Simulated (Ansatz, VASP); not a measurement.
## Cross-check of ScHCl between VASP and Ansatz

Wanted: the spread between two codes on one cell, functional and k mesh. The cell is taken from a series of runs on this material, whose earlier steps may have relaxed, scaled, displaced or heated it; both programs get it as it stands.

Method: plane waves, with VASP 6.6.1 beside it; single point at LDA, in Ansatz 0.2.0.

## (1) The starting structure

The cell holds 6 atoms: 2 Cl, 2 Sc and 2 H. Cell: a = 3.495 Å, b = 3.495 Å, c = 20.744 Å, α = 90.0°, β = 90.0°, γ = 120.0°. It derives from ScHCl. As first built, before any earlier steps moved the atoms (in the runner's words): kind sheets cut from a layered crystal; sheets 1. Vacuum lies along c.

## (2) Ansatz: single point, LDA

Ansatz runs on its default PAW (the set named soft_2) files.

A single point gives forces, pressure and levels at one fixed geometry, so differences don't come from the geometry; what else differs is listed under the comparison.

input.yaml

```yaml
crystal:
  lattice:
    - [3.495253366, 0.0, 0.0]
    - [-1.747626683, 3.026978208, 0.0]
    - [0.0, 0.0, 20.7437988004]
  atoms:
    - { symbol: Cl, position: [0.333333333, 0.666666667, 0.638446165] }
    - { symbol: Cl, position: [0.333333333, 0.666666667, 0.361553835] }
    - { symbol: Sc, position: [0.666666667, 0.333333333, 0.560478817] }
    - { symbol: Sc, position: [0.0, 0.0, 0.439521183] }
    - { symbol: H, position: [0.0, 0.0, 0.536009947] }
    - { symbol: H, position: [0.666666667, 0.333333333, 0.463990053] }
hamiltonian:
  xc: lda
  pseudopotentials: { kind: paw }
kpoints:
  mp_grid: { grid: [3, 3, 1] }
scf:
  occupations: { method: gaussian, width: 0.05 }
  n_extra_bands: 5
efield:
  axis: 3
  dipole_correction: true
  ramp_width: 0.04
output:
  forces: true
  eigenvalues: true
  write_density: true
  write_potential: true
  elf: true
  volumetric_format: npy
```

On the command line:

```
ansatz run input.yaml --threads 4 --pin off --max-ram 9216MiB --backend cpu --events-out ev --progress --plain --runs-dir out
```

Numbers of over 12 decimals in the logs are rounded to 6 here.

The log of the run:

```text
scf.n_extra_bands = 5 over 19 filled bands (N_el = 38.0): the run solves 24 bands
Engine: ansatz 0.2.0, aarch64-unknown-linux-gnu
Pseudopotentials: kind: paw
Pseudopotential: Cl, paw, valence charge 7, recommended cutoff 420 eV (normal), Cl.paw.azcp
Pseudopotential: Sc, paw, valence charge 11, recommended cutoff 420 eV (normal), Sc.paw.azcp
Pseudopotential: H, paw, valence charge 1, recommended cutoff 420 eV (normal), H.paw.azcp
Functional definition: SPW92
  exchange = slater_x
  correlation = pw_c
Crystal: 6 atoms, lattice volume = 219.471 Å³
Basis set: ecut = 420 eV, 4263 PW (Γ)
Bands: 24, of which v1, the nominal top of the filled ones, is band 19 counted from 1 (18 counted from 0)
Symmetry: 6 space group operations
k-points: 3 of 9 (time reversal used)
Non-local potential: Cl, projectors of the file, l = 0: 2, l = 1: 2, l = 2: 2
Non-local potential: Sc, projectors of the file, l = 0: 3, l = 1: 2, l = 2: 3, l = 3: 1
Non-local potential: H, projectors of the file, l = 0: 2, l = 1: 1
PAW form: soft (Blöchl's): semilocal exchange-correlation on the pseudo side does not see the compensation charge
PAW frozen core: Cl, regenerated for the run's functional, and the local potential with it (the file was generated under x = pbe(κ = 0.804, μ = 0.219515), c = pbe(β = 0.066725))
PAW frozen core: Sc, regenerated for the run's functional, and the local potential with it (the file was generated under x = pbe(κ = 0.804, μ = 0.219515), c = pbe(β = 0.066725))
PAW one-centre angular grid: Cl, 110 points (default); XC on 64 Gauss nodes
PAW one-centre angular grid: Sc, 590 points (default); XC on 64 Gauss nodes
PAW one-centre angular grid: H, 110 points (default); XC on 64 Gauss nodes
Initial density: superposition of atomic densities (neutral atoms: chi_scale 0, normalization atom), corrected by the library's trained network
Initial wavefunctions: pseudopotential atomic-orbital guess
Functional: x = slater, c = lda
SCF iter   1: F=—  HF=-6306.055193 eV  |F-HF|=—  |Δ(HF+E_count)|=         —  Δρ=5.26e-3  dr2=5.93e-2  ethr=1.77e-3  p=0.000 e·Å  D=1.39e-14 V/Å  ΔV_dip=-0.00 eV  dr2_dipole=3.57e-8  V_vac-E_F(+/−)=4.26/4.26 eV  ⟨swp⟩=6.0  Hψ=335  notcnv=0
efield: sawtooth ramp at fractional position 0.9800 (placed from the atoms, in the widest stretch of the axis that holds none; the zero of the levels goes with the place), width 0.0400; the density the first Hamiltonian is built on has a dipole p = 0.000 e·Å; the dipole correction subtracts the counter field D = 1.39e-14 V/Å, which shifts the + side's vacuum level by -0.00 eV against the − side's; the planar-averaged density in the ramp window peaks in size at 3.6e-5 e/Å³
preconditioner: auto → LDOS  [insulator: Δε(μ)=1.416 eV  Ē_g=8.441 eV  σ=0.050 eV  W_gap=0.83  n_scr=12 (ndim 8)  ℏωp=11.8 eV  f_vac=0.573  D(μ)=9.42/eV (n_scr^D=96)  ε∞_Penn≈2.9  β→1.0]
SCF iter   2: F=—  HF=-6306.041309 eV  |F-HF|=—  |Δ(HF+E_count)|=   1.39e-2  Δρ=1.94e-3  dr2=6.10e-3  ethr=1.56e-4  p=-0.000 e·Å  D=-4.21e-5 V/Å  ΔV_dip=0.00 eV  dr2_dipole=2.07e-9  V_vac-E_F(+/−)=4.08/4.08 eV  ⟨swp⟩=2.3  Hψ=140  notcnv=0  defer=1
SCF iter   3: F=—  HF=-6306.041204 eV  |F-HF|=—  |Δ(HF+E_count)|=   1.05e-4  Δρ=8.67e-4  dr2=3.27e-3  ethr=1.60e-5  p=-0.000 e·Å  D=-1.54e-5 V/Å  ΔV_dip=0.00 eV  dr2_dipole=2.04e-9  V_vac-E_F(+/−)=4.07/4.07 eV  ⟨swp⟩=2.0  Hψ=128  notcnv=0  defer=1
SCF iter   4: F=—  HF=-6306.040820 eV  |F-HF|=—  |Δ(HF+E_count)|=   3.83e-4  Δρ=4.50e-4  dr2=1.03e-3  ethr=8.61e-6  p=0.000 e·Å  D=5.21e-7 V/Å  ΔV_dip=-0.00 eV  dr2_dipole=2.28e-9  V_vac-E_F(+/−)=4.06/4.06 eV  ⟨swp⟩=3.0  Hψ=118  notcnv=0  defer=1
SCF iter   5: F=—  HF=-6306.040690 eV  |F-HF|=—  |Δ(HF+E_count)|=   1.30e-4  Δρ=2.59e-4  dr2=3.06e-4  ethr=2.71e-6  p=0.000 e·Å  D=1.44e-6 V/Å  ΔV_dip=-0.00 eV  dr2_dipole=8.67e-11  V_vac-E_F(+/−)=4.04/4.04 eV  ⟨swp⟩=2.0  Hψ=110  notcnv=0  defer=1
SCF iter   6: F=—  HF=-6306.040641 eV  |F-HF|=—  |Δ(HF+E_count)|=   4.93e-5  Δρ=1.00e-4  dr2=7.34e-5  ethr=8.06e-7  p=0.000 e·Å  D=1.64e-6 V/Å  ΔV_dip=-0.00 eV  dr2_dipole=1.12e-10  V_vac-E_F(+/−)=4.03/4.03 eV  ⟨swp⟩=2.0  Hψ=110  notcnv=0  defer=1
SCF iter   7: F=—  HF=-6306.040735 eV  |F-HF|=—  |Δ(HF+E_count)|=   9.43e-5  Δρ=3.30e-5  dr2=6.35e-6  ethr=1.93e-7  p=-0.000 e·Å  D=-3.39e-7 V/Å  ΔV_dip=0.00 eV  dr2_dipole=6.00e-11  V_vac-E_F(+/−)=4.03/4.03 eV  ⟨swp⟩=2.0  Hψ=95  notcnv=0  defer=1
SCF iter   8: F=—  HF=-6306.040738 eV  |F-HF|=—  |Δ(HF+E_count)|=   2.23e-6  Δρ=1.79e-5  dr2=7.38e-7  ethr=1.67e-8  p=-0.000 e·Å  D=-8.67e-7 V/Å  ΔV_dip=0.00 eV  dr2_dipole=7.45e-11  V_vac-E_F(+/−)=4.03/4.03 eV  ⟨swp⟩=2.0  Hψ=98  notcnv=0  defer=1
SCF iter   9: F=—  HF=-6306.040738 eV  |F-HF|=—  |Δ(HF+E_count)|=   6.08e-7  Δρ=6.18e-6  dr2=1.17e-7  ethr=1.94e-9  p=-0.000 e·Å  D=-6.04e-7 V/Å  ΔV_dip=0.00 eV  dr2_dipole=4.58e-11  V_vac-E_F(+/−)=4.03/4.03 eV  ⟨swp⟩=3.0  Hψ=146  notcnv=0  defer=1
SCF iter  10: F=-6306.040738 eV  HF=-6306.040738 eV  |F-HF|=2.51e-8  |Δ(HF+E_count)|=   1.85e-7  Δρ=1.92e-6  dr2=5.76e-9  ethr=2.63e-10  p=-0.000 e·Å  D=-4.20e-7 V/Å  ΔV_dip=0.00 eV  dr2_dipole=2.82e-11  V_vac-E_F(+/−)=4.03/4.03 eV  ⟨swp⟩=12.0  Hψ=537  notcnv=0
SCF 1 converged in 10 iterations: F = -6306.040738 eV  dr2 = 5.76e-9
  greatest PAW one-centre occupation: 0.998 electrons in one spin orbital (limit 2), on the Sc atom at site 3 (counted from 0), in its partial waves of l = 0
WARN: The output density's exchange-correlation potential varies sharply where the density is thin. Do not read a vacuum level from v_tot or v_xc, or from such a field of the output density. On a cell that repeats whose density bears no net charge and no dipole along the vacuum's axis use v_es (v_loc + v_h of the components); under efield.dipole_correction with no amplitude use v_es + v_field, which holds any externa [...]
SCF converged after 10 iterations
Free energy (F): -6306.040738 eV
Harris-Foulkes:  -6306.040738 eV  (|F-HF|=2.51e-8)
Internal energy: -6306.028960 eV  (E = F + TS)
E sigma→0 (E₀):  -6306.034849 eV
Entropy (-TS):   -0.011778 eV (-1.963 meV/atom)
Fermi energy:    1.263867 eV
Dipole field:    D = 0.000006 V/Å  (p = 0.000008 e·Å, saw-weighted, corrected)
Work function:   Φ+ = 4.0251 eV   Φ− = 4.0252 eV
Levels:          The Fermi level and band energies are counted from a zero that moves with the ramp; work functions are not
--- Per-component energies (eV) ---
  E_band       = -663.789548
  E_kinetic    = 874.495816
  E_local      = -20553.331527  (includes V_loc(G=0)·N_el)
  E_nonlocal   = 233.398739
  E_hartree    = 9769.543705
  E_xc         = -438.392245
  E_vxc        = -526.562629  (∫ρ·V_xc dr)
  E_paw        = -3070.672244  (= ΣΔE_a)
  E_vpaw       = -230.872764  (= ΣTr[D̂ρ^β])
  E_aug_tail   = -0.002098  (compensation charges beyond the density's cutoff)
  E_efield     = 0.000000  (sawtooth field / dipole correction)
  E_vefield    = 0.000000  (∫n·V_field dr)
  E_ewald      = 6877.940065
  E_core_change = 0.990829  (= ΣΔE_core)
  E_smearing   = -0.011778  (= −TS)
  E_closure    = -0.000000  (closes the sum)
  Σ components = -6306.040738   (vs F -6306.040738, Δ=0.00e0)
--- Forces (eV/Å), atoms counted from 1 ---
  atom   1  Cl     0.00000000    -0.00000000    -0.56530051
  atom   2  Cl     0.00000000     0.00000000     0.56529975
  atom   3  Sc     0.00000000     0.00000000     0.56201380
  atom   4  Sc     0.00000000    -0.00000000    -0.56201131
  atom   5  H      0.00000000    -0.00000000    -0.05717134
  atom   6  H      0.00000000     0.00000000     0.05716493
  max |Σ_I F_I| component: 4.69e-6 eV/Å
--- Band table (eV) ---
  k-point 0: bands = [... 15 lower, -3.3036, -3.3036, -2.8005, 1.4393, 1.4393, 1.6266, 1.8526, 1.8526, ... 1 higher]
  k-point 1: bands = [... 15 lower, -3.6958, -3.6688, -3.6427, -0.1503, 1.2981, 1.7551, 2.7191, 2.7927, ... 1 higher]
  k-point 2: bands = [... 15 lower, -4.2740, -4.1468, -4.1468, -0.4343, 2.2083, 2.2083, 2.6583, 2.8995, ... 1 higher]
```

## (3) VASP: single point, LDA

The same cell, functional (in two slightly different forms), mesh and smearing now go to VASP, with its own data sets and cutoff.

Lines of VASP's logs that name or quote its potential files are left out, and so is its time.

INCAR

```
SYSTEM = ScHCl
PREC = Accurate
ENCUT = 610
EDIFF = 1E-06
NELM = 100
ISMEAR = 0
SIGMA = 0.05
LREAL = .FALSE.
ALGO = Normal
GGA = CA
NBANDS = 25
LORBIT = 11
LWAVE = .FALSE.
LCHARG = .FALSE.
NCORE = 2
ISIF = 0
LDIPOL = .TRUE.
IDIPOL = 3
DIPOL = 0.5 0.5 0.5
LVHAR = .TRUE.
```

POSCAR

```
ScHCl
1.0
    3.4952533660      0.0000000000      0.0000000000
   -1.7476266830      3.0269782080      0.0000000000
    0.0000000000      0.0000000000     20.7437988004
Cl Sc H
2 2 2
Direct
    0.3333333330      0.6666666670      0.6384461650
    0.3333333330      0.6666666670      0.3615538350
    0.6666666670      0.3333333330      0.5604788170
    0.0000000000      0.0000000000      0.4395211830
    0.0000000000      0.0000000000      0.5360099470
    0.6666666670      0.3333333330      0.4639900530
```

KPOINTS

```
Automatic mesh
0
Gamma
3 3 1
0 0 0
```

The projector-augmented-wave data sets are Cl_GW, Sc_sv_GW and H_GW (LDA family, release 64).

On the command line:

```
mpirun -np 2 vasp_std
```

The log of the run:

```text
[banner, memory and clock lines left out]
running    2 mpi-ranks, on    1 nodes
 distrk:  each k-point on    2 cores,    1 groups
 distr:  one band on    2 cores,    1 groups

 POSCAR found type information on POSCAR ClScH
 POSCAR found :  3 types and       6 ions
 LDA part: xc-table for (Slater(with rela. corr.)+CA(PZ))
 , standard interpolation
 POSCAR, INCAR and KPOINTS ok, starting setup
 FFT: planning ... GRIDC
 FFT: planning ... GRID_SOFT
 FFT: planning ... GRID
 WAVECAR not read
 entering main loop
       N       E                     dE             d eps       ncg     rms          rms(c)
DAV:   1     0.723758321465E+03    0.72376E+03   -0.16408E+04   150   0.144E+03
DAV:   2     0.958585064655E+02   -0.62790E+03   -0.60926E+03   291   0.937E+02
DAV:   3    -0.400599616222E+02   -0.13592E+03   -0.13546E+03   276   0.285E+02
DAV:   4    -0.444845510319E+02   -0.44246E+01   -0.44138E+01   260   0.902E+01
DAV:   5    -0.445971330607E+02   -0.11258E+00   -0.11236E+00   252   0.137E+01    0.146E+01
DAV:   6    -0.392949087861E+02    0.53022E+01   -0.12581E+01   276   0.378E+01    0.845E+00
DAV:   7    -0.385962121680E+02    0.69870E+00   -0.44221E+00   268   0.169E+01    0.476E+00
DAV:   8    -0.385465047152E+02    0.49707E-01   -0.83676E-01   260   0.143E+01    0.907E-01
DAV:   9    -0.385236887802E+02    0.22816E-01   -0.18654E-01   276   0.633E+00    0.343E-01
DAV:  10    -0.385201915476E+02    0.34972E-02   -0.19011E-02   252   0.123E+00    0.183E-01
DAV:  11    -0.385186410005E+02    0.15505E-02   -0.37811E-03   268   0.575E-01    0.907E-02
DAV:  12    -0.385188095651E+02   -0.16856E-03   -0.12541E-03   204   0.307E-01    0.463E-02
DAV:  13    -0.385199901929E+02   -0.11806E-02   -0.20449E-03   236   0.189E-01    0.336E-02
DAV:  14    -0.385205882554E+02   -0.59806E-03   -0.25318E-04   236   0.126E-01    0.150E-02
DAV:  15    -0.385209233181E+02   -0.33506E-03   -0.38859E-05   164   0.401E-02    0.103E-02
DAV:  16    -0.385210465685E+02   -0.12325E-03   -0.19366E-05   212   0.299E-02    0.450E-03
DAV:  17    -0.385210977456E+02   -0.51177E-04   -0.18678E-05   164   0.204E-02    0.368E-03
DAV:  18    -0.385211432790E+02   -0.45533E-04   -0.44878E-06   172   0.203E-02    0.219E-03
DAV:  19    -0.385212260141E+02   -0.82735E-04   -0.83637E-06   172   0.180E-02    0.210E-03
DAV:  20    -0.385212471645E+02   -0.21150E-04   -0.16041E-06   180   0.109E-02    0.140E-03
DAV:  21    -0.385212642712E+02   -0.17107E-04   -0.87080E-07   148   0.114E-02    0.811E-04
DAV:  22    -0.385212691601E+02   -0.48889E-05   -0.13790E-06   148   0.121E-02    0.570E-04
DAV:  23    -0.385212694968E+02   -0.33662E-06   -0.89262E-08   132   0.571E-03
   1 F= -.38521269E+02 E0= -.38515380E+02  d E =-.117781E-01
```

OUTCAR, selected parts (step 3):

```text
ion  position               nearest neighbor table
   1  0.333  0.667  0.638-
   2  0.333  0.667  0.362-
   3  0.667  0.333  0.560-   6 2.00
   4  0.000  0.000  0.440-   5 2.00
   5  0.000  0.000  0.536-   4 2.00
   6  0.667  0.333  0.464-   3 2.00

  LATTYP: Found a hexagonal cell.
 ALAT       =     3.4952533660
 C/A-ratio  =     5.9348483867

 Subroutine GETGRP returns: Found 12 space group operations
 (whereof  6 operations were pure point group operations)

The static configuration has the point symmetry C_3v.
 The point group associated with its full space group is D_3d.

 Found      3 irreducible k-points:

   k-points           NKPTS =      3   k-points in BZ     NKDIM =      3   number of bands    NBANDS=     25

   dimension x,y,z NGX =    28 NGY =   28 NGZ =  168
   dimension x,y,z NGXF=    56 NGYF=   56 NGZF=  336

   ENCUT  =  610.0 eV  44.83 Ry    6.70 a.u.   7.04  7.04 41.77*2*pi/ulx,y,z

   NELECT =      38.0000    total number of electrons

 k-points in reciprocal lattice and weights: Automatic mesh
   0.00000000  0.00000000  0.00000000       0.111
   0.33333333 -0.00000000  0.00000000       0.667
   0.33333333  0.33333333  0.00000000       0.222

 dipolmoment           0.000000      0.000000     -0.000000 electrons x Angstroem

 average (electrostatic) potential at core
       1 -87.3306       2 -87.3306       3-102.2125       4-102.2125       5 -34.8754
       6 -34.8754

 E-fermi :   0.1432

 k-point     1 :       0.0000    0.0000    0.0000
  band No.  band energies     occupation
    ...
     14      -4.4603      2.00000
     15      -4.4603      2.00000
     16      -4.4198      2.00000
     17      -4.4198      2.00000
     18      -3.9170      2.00000
     19       0.3191      0.00000
     20       0.3191      0.00000
     21       0.5063      0.00000
     22       0.7328      0.00000
     23       0.7328      0.00000
    ...

 k-point     2 :       0.3333   -0.0000    0.0000
  band No.  band energies     occupation
    ...
     15      -4.9629      2.00000
     16      -4.8120      2.00000
     17      -4.7850      2.00000
     18      -4.7575      2.00000
     19      -1.2698      2.00000
     20       0.1774      0.33333
     21       0.6354      0.00000
     22       1.5993      0.00000
     23       1.6722      0.00000
     24       1.8733      0.00000
    ...

 k-point     3 :       0.3333    0.3333    0.0000
  band No.  band energies     occupation
    ...
     15      -5.4399      2.00000
     16      -5.3894      2.00000
     17      -5.2602      2.00000
     18      -5.2602      2.00000
     19      -1.5529      2.00000
     20       1.0888      0.00000
     21       1.0888      0.00000
     22       1.5382      0.00000
     23       1.7795      0.00000
     24       1.7795      0.00000
    ...

  energy-cutoff  :      610.00
  volume of cell :      219.47
      direct lattice vectors                 reciprocal lattice vectors
     3.495253366  0.000000000  0.000000000     0.286102292  0.165181235  0.000000000
    -1.747626683  3.026978208  0.000000000     0.000000000  0.330362471  0.000000000
     0.000000000  0.000000000 20.743798800     0.000000000  0.000000000  0.048207178

 POSITION                                       TOTAL-FORCE (eV/Angst)
 -----------------------------------------------------------------------------------
     -0.00000      2.01799     13.24380        -0.000000     -0.000000     -0.556060
     -0.00000      2.01799      7.50000         0.000000      0.000000      0.556060
      1.74763      1.00899     11.62646         0.000000      0.000000      0.564668
      0.00000      0.00000      9.11734        -0.000000     -0.000000     -0.564668
      0.00000      0.00000     11.11888        -0.000000      0.000000     -0.056651
      1.74763      1.00899      9.62492        -0.000000     -0.000000      0.056651
 -----------------------------------------------------------------------------------
    total drift:                               -0.000003      0.000002     -0.000003

  FREE ENERGIE OF THE ION-ELECTRON SYSTEM (eV)
  ---------------------------------------------------
  free  energy   TOTEN  =       -38.5212694968 eV

  energy  without entropy=      -38.5094913888  energy(sigma->0) =      -38.51538044

 vacuum level on the upper side and lower side of the slab         4.179         4.179

 total charge
# of ion       s       p       d       f       tot
--------------------------------------------------
    1        1.580   3.480   0.023   0.000   5.082
    2        1.580   3.480   0.023   0.000   5.082
    3        2.036   5.792   0.766   0.005   8.599
    4        2.036   5.792   0.766   0.005   8.599
    5        0.555   0.010   0.000   0.000   0.565
    6        0.555   0.010   0.000   0.000   0.565
--------------------------------------------------
tot          8.342  18.562   1.578   0.010  28.492
```

## (4) Comparison

Known differences besides the potentials themselves: the two LDA forms differ slightly; the cutoff is 420 eV in Ansatz and 610 eV in VASP; VASP's log shows a relativistic correction to its local exchange, Ansatz's none. Total energies have different zeros and are not compared.

The two programs side by side:

| quantity | Ansatz | VASP | difference |
| --- | --- | --- | --- |
| work function, lower of the two faces (eV) | 4.03 | 4.04 | -0.01 |
| work function, higher of the two faces (eV) | 4.03 | 4.04 | -0.01 |

Forces (eV/Å; atoms numbered as in POSCAR):

| atom | Ansatz x, y, z | VASP x, y, z |
| --- | --- | --- |
| Cl1 | 0.000, 0.000, -0.565 | 0.000, 0.000, -0.556 |
| Cl2 | 0.000, 0.000, 0.565 | 0.000, 0.000, 0.556 |
| Sc3 | 0.000, 0.000, 0.562 | 0.000, 0.000, 0.565 |
| Sc4 | 0.000, 0.000, -0.562 | 0.000, 0.000, -0.565 |
| H5 | 0.000, 0.000, -0.057 | 0.000, 0.000, -0.057 |
| H6 | 0.000, 0.000, 0.057 | 0.000, 0.000, 0.057 |

The forces differ by 3.2 meV/Å r.m.s., which is 1.2 % of the r.m.s. force of 0.26 eV/Å (both taken over all components).

## (5) Other set-ups

Further runs change the set-up of one program: Ansatz's method, potentials or start, or VASP's data sets, cutoff or form of LDA. The table gives Ansatz less VASP for each quantity, since a change that brings one quantity closer may part another.

| run | r.m.s. force difference (meV/Å) | work function, lower of the two faces (eV) | work function, higher of the two faces (eV) |
| --- | --- | --- | --- |
| as above | 3.2 | -0.011 | -0.011 |
| VASP with the data sets Cl_h, Sc_sv and H_h and a cutoff of 1120 eV | 12 | -0.0043 | -0.0042 |

## (6) Outcome

```json
{"r.m.s. force difference (single point, LDA)": "1.2 % of the r.m.s. force"}
```

What this shows: The r.m.s. force difference is 1.2 % of the r.m.s. force (single point, LDA), within the 3 % picked in this series as the mark of a large difference. Single point, LDA, VASP with the data sets Cl_h, Sc_sv and H_h and a cutoff of 1120 eV: r.m.s. force difference goes from 3.2 to 12 meV/Å; the difference in work function, lower of the two faces goes from -0.011 to -0.0043 eV; the difference in work function, higher of the two faces goes from -0.011 to -0.0042 eV. How closely two codes agree says nothing of how well the functional describes the real material.

[Lines on the potential files, build, host, timing and source positions are cut from VASP's logs without a mark.]

[Logs are printed without paths, hosts, clocks, repeated set-up lines and the standing remarks that a program may print on its own settings, such as how far it seeks lower states.]

[Hosts, paths, dates, database ids (printed as entryN), source tags and the programs' standing remarks are cut or masked in the printed files.]
